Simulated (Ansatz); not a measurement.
# Ga (I4/mmm) in Ansatz: further runs

Runs on Ga. Level: PBE. Tasks: single point.

All numbers are computed with Ansatz 0.2.0; they aren't measurements. Logs are shortened: lines on timing, memory, paths and dates and some standing lists are left out, and cuts for length are marked.

**1. The structure**

Symmetry: I4/mmm, No. 139, tetragonal system. The conventional cell has a = 2.769 Å, b = 2.769 Å, c = 4.622 Å, α = 90.00°, β = 90.00°, γ = 90.00°. Ga (site symmetry 4/mmm) has 12 Ga at 2.77 to 3.03 Å as nearest neighbours.

This isn't the form of Ga at room conditions, which is orthorhombic.

**2. Single point, PBE, 16.66 Å³/atom (volume scaled by 0.94)**

Input file input.yaml:

```yaml
crystal:
  lattice:
    - [-1.3561377546, 1.3561377546, 2.2640427644]
    - [1.3561377546, -1.3561377546, 2.2640427644]
    - [1.3561377546, 1.3561377546, -2.2640427644]
  atoms:
    - { symbol: Ga, position: [0.0, 0.0, 0.0] }
kpoints:
  mp_grid: { grid: [13, 13, 13] }
scf:
  occupations: { method: fermi_dirac, width: 0.05 }
hamiltonian:
  xc: pbe
  pseudopotentials: { kind: all_electron, lapw: { basis_error: 0.0005 } }
output:
  forces: true
  stress: true
  eigenvalues: true
```

Potentials or basis: all-electron LAPW, scalar-relativistic.

The run is started by

```sh
ansatz run input.yaml --threads 1 --pin off --max-ram 2560MiB --backend cpu --events-out ev --progress --plain --runs-dir out
```

Output:

```text
Warning: RAYON_NUM_THREADS=1 ignored (pool sized by the plan → 1); use --threads N
LAPW: plane waves up to 8.427 Å⁻¹, error target 5.0e-4 eV per atom; small_component_spin mean_spin; Ga in spheres of 1.356 Å, 21 of its electrons in bands, Dirac shells [] (how accurate: hamiltonian.pseudopotentials.lapw.basis_error, Limitations)
Engine: ansatz 0.2.0, aarch64-unknown-linux-gnu
Pseudopotentials: kind: all_electron
Pseudopotential: Ga, LAPW, valence charge 21, lapw/all_electron/scalar/gaussian/Ga, Koelling and Harmon's equation, gaussian nucleus
Functional definition: PBE
  parameter kappa = 0.804
  parameter beta = 0.06672455060314922
  exchange = pbe_x(kappa = kappa, mu = beta*pi^2/3)
  correlation = pbe_c(beta = beta)
Crystal: 1 atoms, lattice volume = 16.655 Å³
Basis set: ecut = 270.55127395887837 eV, 155 PW (Γ), FFT grids on a1+a3, a2+a3, a3, exchange–correlation at level 2
Bands: 15, of which v1, the nominal top of the filled ones, is band 11 counted from 1 (10 counted from 0)
Symmetry: 16 space group operations
Space group: I4/mmm (ITA 139), of the structure as read, at distance tolerance 2.6e-5 Å
k-points: 196 of 2197
Non-local potential: Ga, projectors of the file, none
Initial density: superposition of atomic densities (chi_scale 0.1, normalization cell)
Initial wavefunctions: plane waves of lowest kinetic energy (no species holds an atomic orbital)
Functional: x = pbe(κ = 0.804, μ = 0.2195149727645171), c = pbe(β = 0.06672455060314922)
iter 1 solved again at ethr=6.25e-5 eV; its pass at ethr=1.00e-1 eV (dr2=1.31e-2 eV) is discarded
SCF iter   1: F=—  HF=-52899.818598 eV  |F-HF|=—  |Δ(HF+E_count)|=         —  Δρ=1.17e-2  dr2=1.32e-2  ethr=6.25e-5  ⟨swp⟩=3.1  Hψ=20310  notcnv=0
preconditioner: auto → Kerker (q_TF=auto, 2.836 Å⁻¹)  [metal: Δε(μ)=0.033 eV  Ē_g=21.956 eV  σ=0.050 eV  W_gap=0.16  n_scr=10 (ndim 8)  ℏωp=32.8 eV  f_vac=0.000  D(μ)=0.35/eV (n_scr^D=0)]
SCF iter   2: F=—  HF=-52899.783648 eV  |F-HF|=—  |Δ(HF+E_count)|=   3.49e-2  Δρ=6.47e-3  dr2=4.73e-3  ethr=6.25e-5  ⟨swp⟩=2.0  Hψ=8852  notcnv=0
SCF iter   3: F=—  HF=-52899.777046 eV  |F-HF|=—  |Δ(HF+E_count)|=   6.60e-3  Δρ=4.91e-3  dr2=2.91e-3  ethr=2.25e-5  ⟨swp⟩=2.0  Hψ=8277  notcnv=0
SCF iter   4: F=—  HF=-52899.776180 eV  |F-HF|=—  |Δ(HF+E_count)|=   8.66e-4  Δρ=2.78e-3  dr2=1.02e-3  ethr=1.38e-5  ⟨swp⟩=2.0  Hψ=8275  notcnv=0
iter 5 solved again at ethr=3.68e-7 eV; its pass at ethr=4.86e-6 eV (dr2=7.73e-5 eV) is discarded
SCF iter   5: F=—  HF=-52899.776035 eV  |F-HF|=—  |Δ(HF+E_count)|=   1.45e-4  Δρ=7.14e-4  dr2=7.72e-5  ethr=3.68e-7  ⟨swp⟩=2.0  Hψ=14068  notcnv=0
SCF iter   6: F=—  HF=-52899.776032 eV  |F-HF|=—  |Δ(HF+E_count)|=   3.30e-6  Δρ=9.81e-5  dr2=1.84e-6  ethr=3.68e-7  ⟨swp⟩=2.0  Hψ=8276  notcnv=0
SCF iter   7: F=-52899.776031 eV  HF=-52899.776031 eV  |F-HF|=3.93e-10  |Δ(HF+E_count)|=   2.32e-7  Δρ=1.72e-5  dr2=5.66e-8  ethr=8.75e-9  ⟨swp⟩=2.0  Hψ=8276  notcnv=0
SCF 1 converged in 7 iterations: F = -52899.776031 eV  dr2 = 5.66e-8
SCF converged after 7 iterations
Free energy (F): -52899.776031 eV
Harris-Foulkes:  -52899.776031 eV  (|F-HF|=3.93e-10)
Internal energy: -52899.773241 eV  (E = F + TS)
E sigma→0 (E₀):  -52899.774636 eV
Entropy (-TS):   -0.002790 eV (-2.790 meV/atom)
Fermi energy:    13.789409 eV
--- Per-component energies (eV) ---
  E_band       = -728.315914
  E_kinetic    = 53942.489115
  E_xc         = -2060.099998
  E_electrostatic = -104782.162358  (all electrons and nuclei)
  E_smearing   = -0.002790  (= −TS)
  E_closure    = 0.000000  (closes the sum)
  E_atoms      = -52896.944559  (free atoms, spherical and without spin; not in F)
  Σ components = -52899.776031   (vs F -52899.776031, Δ=0.00e0)
  Basis errors (estimates in eV, not in F): energy 1.4e-4 per atom: plane waves 1.3e-4 (6.8e-5 summed), levels above the bands 5.0e-136, relativity 8.9e-9, radial functions 8.0e-6, core shells 2.0e-11; eigenvalues (radial functions only) 6.3e-6; not estimated: angular momenta, meshes, grids; target (lapw.basis_error) 5.0e-4; muffin-tin radii Ga 1.356 Å
--- Forces (eV/Å), atoms counted from 1 ---
  atom   1  Ga    -0.00000000     0.00000000     0.00000000
  max |Σ_I F_I| component: 6.16e-33 eV/Å
--- Stress (GPa, compression-positive) ---
        8.821270      -0.000000      -0.000000
       -0.000000       8.821270       0.000000
       -0.000000       0.000000       7.510011
  P = ⅓ Tr σ = 8.3842 GPa (83.842 kbar)
--- Band table (eV; the first three rows and the last of 196) ---
  k-point 0: bands = ["-129.9932", "-80.7379", "-80.7126", "-80.7126", "-1.3517", "-1.1661", "-1.1265", "-1.1265", "-0.9378", "1.7813", "27.3309", "27.5738", "27.5738", "30.5476", "30.7664"]
  k-point 1: bands = ["-129.9931", "-80.7379", "-80.7131", "-80.7130", "-1.3220", "-1.1538", "-1.1422", "-1.1185", "-0.9534", "2.0283", "25.7370", "26.1585", "26.7470", "28.4760", "31.3688"]
  k-point 2: bands = ["-129.9929", "-80.7381", "-80.7144", "-80.7140", "-1.2373", "-1.1860", "-1.1272", "-1.0955", "-0.9983", "2.7776", "23.3061", "24.1159", "25.1305", "26.3268", "31.7781"]
  k-point 195: bands = ["-129.9928", "-80.7422", "-80.7142", "-80.7138", "-1.4752", "-1.3727", "-0.9091", "-0.8923", "-0.8904", "9.4266", "9.7167", "19.6045", "21.4517", "24.9763", "27.0670"]
```

Wall time 12 s (1 thread of Arm Neoverse V2, shared host); peak memory 0.34 GiB.

Results:

```yaml
Free_energy: -52899.7760 eV
Pressure: 8.4 GPa
Band_gap_on_the_k_mesh: none (metal or under the smearing width)
```

**3. Single point, PBE, 17.01 Å³/atom (volume scaled by 0.96)**

Edit input.yaml of step 2 so:

```diff
@@ -2,5 +2,5 @@
   lattice:
-    - [-1.3561377546, 1.3561377546, 2.2640427644]
-    - [1.3561377546, -1.3561377546, 2.2640427644]
-    - [1.3561377546, 1.3561377546, -2.2640427644]
+    - [-1.3656883352, 1.3656883352, 2.2799872528]
+    - [1.3656883352, -1.3656883352, 2.2799872528]
+    - [1.3656883352, 1.3656883352, -2.2799872528]
   atoms:
```

Potentials or basis: all-electron LAPW, scalar-relativistic.

The run is started by

```sh
ansatz run input.yaml --threads 1 --pin off --max-ram 2560MiB --backend cpu --events-out ev --progress --plain --runs-dir out
```

Wall time 13 s (1 thread of Arm Neoverse V2, shared host); peak memory 0.34 GiB.

It converged, with:

```yaml
Free_energy: -52899.7925 eV
Pressure: 6.6 GPa
Band_gap_on_the_k_mesh: none (metal or under the smearing width)
```

**4. Single point, PBE, 17.36 Å³/atom (volume scaled by 0.98)**

Edit input.yaml of step 3 so:

```diff
@@ -2,5 +2,5 @@
   lattice:
-    - [-1.3656883352, 1.3656883352, 2.2799872528]
-    - [1.3656883352, -1.3656883352, 2.2799872528]
-    - [1.3656883352, 1.3656883352, -2.2799872528]
+    - [-1.3751071731, 1.3751071731, 2.2957117997]
+    - [1.3751071731, -1.3751071731, 2.2957117997]
+    - [1.3751071731, 1.3751071731, -2.2957117997]
   atoms:
```

The run is started by

```sh
ansatz run input.yaml --threads 1 --pin off --max-ram 2560MiB --backend cpu --events-out ev --progress --plain --runs-dir out
```

It took 12 s on 1 thread of Arm Neoverse V2, shared host; peak memory 0.34 GiB.

The run converged. Its results:

```yaml
Free_energy: -52899.8053 eV
Pressure: 5.0 GPa
Band_gap_on_the_k_mesh: none (metal or under the smearing width)
```

**5. Single point, PBE, 17.72 Å³/atom**

Edit input.yaml of step 4 so:

```diff
@@ -2,5 +2,5 @@
   lattice:
-    - [-1.3751071731, 1.3751071731, 2.2957117997]
-    - [1.3751071731, -1.3751071731, 2.2957117997]
-    - [1.3751071731, 1.3751071731, -2.2957117997]
+    - [-1.3843987196, 1.3843987196, 2.3112238365]
+    - [1.3843987196, -1.3843987196, 2.3112238365]
+    - [1.3843987196, 1.3843987196, -2.3112238365]
   atoms:
```

The run is started by

```sh
ansatz run input.yaml --threads 1 --pin off --max-ram 2560MiB --backend cpu --events-out ev --progress --plain --runs-dir out
```

Run time: 12 s. Hardware: 1 thread of Arm Neoverse V2, shared host; peak memory 0.33 GiB.

It converged, with:

```yaml
Free_energy: -52899.8146 eV
Pressure: 3.5 GPa
Band_gap_on_the_k_mesh: none (metal or under the smearing width)
```

**6. Single point, PBE, 18.07 Å³/atom (volume scaled by 1.02)**

Edit input.yaml of step 5 so:

```diff
@@ -2,5 +2,5 @@
   lattice:
-    - [-1.3843987196, 1.3843987196, 2.3112238365]
-    - [1.3843987196, -1.3843987196, 2.3112238365]
-    - [1.3843987196, 1.3843987196, -2.3112238365]
+    - [-1.3935671902, 1.3935671902, 2.3265304007]
+    - [1.3935671902, -1.3935671902, 2.3265304007]
+    - [1.3935671902, 1.3935671902, -2.3265304007]
   atoms:
```

Potentials or basis: all-electron LAPW, scalar-relativistic.

The run is started by

```sh
ansatz run input.yaml --threads 1 --pin off --max-ram 2560MiB --backend cpu --events-out ev --progress --plain --runs-dir out
```

Wall time 12 s (1 thread of Arm Neoverse V2, shared host); peak memory 0.34 GiB.

It converged, with:

- Free energy: -52899.8209 eV
- Pressure: 2.2 GPa
- Band gap on the k mesh: none (metal or under the smearing width)

**7. Single point, PBE, 18.43 Å³/atom (volume scaled by 1.04)**

Edit input.yaml of step 6 so:

```diff
@@ -2,5 +2,5 @@
   lattice:
-    - [-1.3935671902, 1.3935671902, 2.3265304007]
-    - [1.3935671902, -1.3935671902, 2.3265304007]
-    - [1.3935671902, 1.3935671902, -2.3265304007]
+    - [-1.4026165814, 1.4026165814, 2.3416381643]
+    - [1.4026165814, -1.4026165814, 2.3416381643]
+    - [1.4026165814, 1.4026165814, -2.3416381643]
   atoms:
```

The run is started by

```sh
ansatz run input.yaml --threads 1 --pin off --max-ram 2560MiB --backend cpu --events-out ev --progress --plain --runs-dir out
```

Wall time 12 s (1 thread of Arm Neoverse V2, shared host); peak memory 0.33 GiB.

The run converged. Its results:

```yaml
Free_energy: -52899.8246 eV
Pressure: 1.1 GPa
Band_gap_on_the_k_mesh: none (metal or under the smearing width)
```

**8. Single point, PBE, 18.78 Å³/atom (volume scaled by 1.06)**

Edit input.yaml of step 7 so:

```diff
@@ -2,5 +2,5 @@
   lattice:
-    - [-1.4026165814, 1.4026165814, 2.3416381643]
-    - [1.4026165814, -1.4026165814, 2.3416381643]
-    - [1.4026165814, 1.4026165814, -2.3416381643]
+    - [-1.4115506858, 1.4115506858, 2.3565534592]
+    - [1.4115506858, -1.4115506858, 2.3565534592]
+    - [1.4115506858, 1.4115506858, -2.3565534592]
   atoms:
```

The run is started by

```sh
ansatz run input.yaml --threads 1 --pin off --max-ram 2560MiB --backend cpu --events-out ev --progress --plain --runs-dir out
```

It took 12 s on 1 thread of Arm Neoverse V2, shared host; peak memory 0.33 GiB.

It converged, with:

```yaml
Free_energy: -52899.8260 eV
Pressure: 0.2 GPa
Band_gap_on_the_k_mesh: none (metal or under the smearing width)
```

**9. For comparison**

An earlier run on the cell as given: functional PBE; potentials or basis all-electron LAPW, scalar-relativistic; cutoff 238 eV (chosen from the basis error); basis error allowed 0.001 eV/atom; k mesh 13 × 13 × 13; occupations fermi-dirac, width 0.05 eV; no spin polarisation.

* Pressure: 3.5 GPa
* Band gap on the k mesh: none (metal or under the smearing width)
